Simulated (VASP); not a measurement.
Input of a VASP 6.6.1 run:

File POSCAR:

```
Ge
1.0
    5.9269990563      0.0000000000      0.0000000000
   -0.0000000000      5.9269990563      0.0000000000
   -0.0000000000      0.0000000000      6.9632345548
  Ge
    12
Direct
     0.0888703488672248    0.0888703488672248    0.0000000000000000
     0.4111296511327753    0.5888703488672248    0.7500000000000000
     0.9111296511327752    0.9111296511327752    0.5000000000000000
     0.5888703488672248    0.4111296511327753    0.2500000000000000
     0.1719308637729281    0.3699240878314017    0.2568395966605771
     0.1300759121685983    0.6719308637729279    0.0068395966605772
     0.8280691362270721    0.6300759121685983    0.7568395966605771
     0.8699240878314017    0.3280691362270719    0.5068395966605771
     0.6719308637729279    0.1300759121685983    0.9931604033394229
     0.6300759121685983    0.8280691362270721    0.2431604033394229
     0.3280691362270719    0.8699240878314017    0.4931604033394229
     0.3699240878314017    0.1719308637729281    0.7431604033394229
```

File INCAR.step1:

```
PREC = Accurate ; ENCUT = 600
EDIFF = 1E-8 ; ISMEAR = -1
SIGMA = 0.05 ; LREAL = False
LASPH = True ; NELM = 80
ALGO = Fast ; ISIF = 3
LWAVE = False ; LCHARG = False
GGA = PS ; IBRION = 2
NSW = 40 ; EDIFFG = -0.002
KPAR = 4
```

Contents of INCAR.step2:

```
PREC = Accurate ; ENCUT = 600
EDIFF = 1E-8 ; ISMEAR = -1
SIGMA = 0.05 ; LREAL = False
LASPH = True ; NELM = 80
ALGO = Fast ; ISIF = 2
LWAVE = False ; LCHARG = False
GGA = PS ; IBRION = 8
NSW = 1 ; KPAR = 4
```

Contents of KPOINTS:

```
Automatic mesh
0
Gamma
  6 6 5
```

Potentials or basis: VASP PAW PBE potentials, release 64 (Ge_d).

The run is started by

```console
$ cat potpaw_PBE.64/Ge_d/POTCAR > POTCAR
$ cp INCAR.step1 INCAR
$ mpirun -np 4 vasp_std > vasp.out
$ cp CONTCAR POSCAR
$ cp INCAR.step2 INCAR
$ mpirun -np 4 vasp_std > vasp.out
```

Task: Estimate the highest phonon frequency at Γ.

Result: 282 cm⁻¹.

Phonon frequencies in cm⁻¹ (negative: imaginary):
```csv
q point,frequencies
"(0.000, 0.000, 0.000)",0 0 0 47 68 68 73 73 77 78 80 82 90 125 141 141 177 177 182 184 202 204 213 213 219 219 236 236 261 261 262 262 266 266 270 282
```
